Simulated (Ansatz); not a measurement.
An Al vacancy in wurtzite AlN, 95 atoms, charge 0

All numbers come from Ansatz (PAW, plane waves, no spin–orbit coupling) at the Γ point alone. The atoms were relaxed with PBEsol in a fixed cell; other functionals are single points on those atoms unless said otherwise. The valence top and gap of the host come from its small cell on a dense mesh, with the band extrema sought between the mesh points, lined up by the mean potential, PBEsol gap 4.09 eV, HSE06 gap 5.54 eV.

Cell: a = 9.341 Å, b = 10.787 Å, c = 9.967 Å, α = 90.00°, β = 90.00°, γ = 90.00°.

Nearest atoms after relaxation, from the placed atom (for vacancies from the middle of the vacant sites): N at 2.08 Å, N at 2.08 Å, N at 2.11 Å, N at 2.12 Å, Al at 3.08 Å, Al at 3.08 Å, Al at 3.08 Å, Al at 3.08 Å.

Chemical potentials μ are those of reference phases of the elements at zero temperature by the same functional (the usual solids, diamond for C, grey Sn, and the molecules H2, N2, O2, F2, Cl2, Br2 and S8).

```tsv
functional	E(defect) − E(host) − Σ nμ + q·E_VBM (eV)	monopole (eV)	alignment (eV)	formation energy at E_F = VBM (eV)	moment (μB)	wall time, shared host
PBEsol	9.38	0.00	0.00	9.38	3.0	8.1 s on NVIDIA GB300 (relaxation)
```

(1) Estimate the formation energy and moment that HSE06 gives on these atoms.

HSE06 one-electron levels near the gap (the ten most localised at most), from the host's valence top:

```tsv
level (eV)	spin	filling	atoms sharing it	element of the atom with most weight
-0.26	up	1.00	55.5	spread
-0.25	down	1.00	56.7	spread
-0.24	up	1.00	57.0	spread
-0.23	down	1.00	57.5	spread
-0.01	down	1.00	57.3	spread
0.01	up	1.00	59.4	spread
0.68	down	1.00	9.2	N
2.26	down	0.00	6.8	N
2.34	down	0.00	3.5	N
2.57	down	0.00	3.6	N
```

PBEsol tends to spread a hole over several anions where a hybrid would trap it on one, and single points on PBEsol atoms lack that distortion.

All elements are taken at their own reference at once; growth conditions in equilibrium with the host shift these energies, by up to the host's formation enthalpy.

One k point and a cell of this size can leave errors of several tenths of an eV in such numbers.

Answers

(1) 9.67 eV at E_F = VBM, moment 3.0 μB.
